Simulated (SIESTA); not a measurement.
## SiC (Moissanite 6H) under changes of volume

One of the cells (10.277 Å³/atom); the others are scaled copies at fixed shape and fractional positions:

```xyz
12
Lattice="3.0742 0.0000 0.0000 -1.5371 2.6624 0.0000 0.0000 0.0000 15.0682" Properties=species:S:1:pos:R:3 pbc="T T T"
Si    1.5371    0.8875    6.9057
Si    0.0000    1.7749   14.4398
Si    1.5371    0.8875   11.9295
Si    0.0000    1.7749    4.3954
Si    0.0000    0.0000    9.4176
Si    0.0000    0.0000    1.8835
C     1.5371    0.8875    5.0222
C     0.0000    1.7749   12.5563
C     1.5371    0.8875   10.0460
C     0.0000    1.7749    2.5119
C     0.0000    0.0000    7.5341
C     0.0000    0.0000    0.0000
```

| Item | Value |
| --- | --- |
| Program | SIESTA 5.4.2 |
| Functional | PBE |
| Potentials or basis | PseudoDojo 0.4 standard (PBE files) |
| Basis | TZP (energy shift 0.003 Ry) |
| Grid cutoff | 500 Ry |
| Energy shift | 0.003 Ry |
| k mesh | 10 × 10 × 2 |
| Occupations | fermi-dirac, width 0.05 eV |
| Spin | no spin polarisation |

| volume (Å³/atom) | energy over the lowest point (meV/atom) | pressure (GPa) | gap on the mesh (eV) | largest force (eV/Å) |
| --- | --- | --- | --- | --- |
| 9.858 | 42.80 | 18.6 | 2.01 | 0.145 |
| 10.068 | 22.26 | 12.9 | 2.01 | 0.143 |
| 10.277 | 8.74 | 7.9 | 2.02 | 0.141 |
| 10.487 | ? | ? | ? | ? |
| 10.697 | 0.00 | -1.0 | 2.03 | 0.138 |

What does the run at 10.487 Å³/atom give?

Energy over the lowest point 1.45 meV/atom; pressure 3.3 GPa; gap on the mesh 2.03 eV; largest force 0.140 eV/Å.

Worked out: A Birch-Murnaghan fit of order 2 (a polynomial in V^(-2/3)) to the other rows has its minimum at 10.65 Å³/atom with B0 = V·E''(V) = 206 GPa at fixed shape and positions, which overstates the stiffness. It gives 1.50 meV/atom at 10.487 Å³/atom, against the run's 1.45, and -dE/dV = 3.3 GPa, against 3.3. A straight line through the other rows of the gap, of slope 0.266 eV per unit of ln V, gives 2.02 eV, against the run's 2.03.

Energies are extrapolated to zero smearing.

Caveats: the basis of atomic orbitals isn't converged, which shifts pressures, moduli and gaps.

A mesh can miss the band edges.
